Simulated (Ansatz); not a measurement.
# Is this Si5C3 stable against decomposition?

The calculation used DFT PBE, scalar-relativistic, plane waves, PAW in Ansatz 0.2.0. All cells share a 420 eV cutoff and Γ-centred k meshes spaced about 0.3 Å⁻¹ or finer (0.25 for metals, 2π included). No spin polarisation.

Energies over the elements count from the elements' standard structures at the same level, with no fitted energy shifts.

Temperature and zero-point effects are left out. The reference form of C is held partly by dispersion forces, which this level lacks.

The competitors are the elements and 1 reference phase of this chemical system (from databases or known types: SiC), relaxed at the same level; other known phases may be missing.

The candidate was reached from: a cell proposed by chemical analogy.

```yaml
crystal:
  lattice:
    - [3.21209, 0.00000, 0.00000]
    - [0.00000, 3.21209, 0.00000]
    - [0.00000, 0.00000, 9.57885]
  atoms:
    - { symbol: Si, position: [0.50000, 0.00000, 0.38902] }
    - { symbol: Si, position: [0.00000, 0.50000, 0.16923] }
    - { symbol: Si, position: [0.50000, 0.00000, 0.83077] }
    - { symbol: Si, position: [0.00000, 0.50000, 0.61098] }
    - { symbol: Si, position: [0.00000, 0.00000, 0.00000] }
    - { symbol: C, position: [0.50000, 0.50000, 0.27780] }
    - { symbol: C, position: [0.50000, 0.50000, 0.72220] }
    - { symbol: C, position: [0.00000, 0.00000, 0.50000] }
```

Q: Where does it stand against these competitors?

A: Not stable. Its formation energy is 0.092 eV/atom. The lowest competing mixture at this composition is this:

| phase | space group | source | share of atoms | ΔE_f (eV/atom) |
| --- | --- | --- | --- | --- |
| Si | - | element | 0.2500 | -0.0007 |
| SiC | P6_3mc (No. 186) | Materials Project | 0.7500 | -0.204 |

The lowest database cell of Si (-0.0007) lies slightly below the reference, hence the non-zero entry.

The mixture lies at -0.153 eV/atom, and the candidate lies 0.24 eV/atom above it (0.25 eV/atom from unrounded values). The candidate matches no cell in the subsets of the Crystallography Open Database and the Materials Project at hand. A phase this far over the hull is unlikely to be made. It holds Si–Si nets (shortest 2.28 Å).
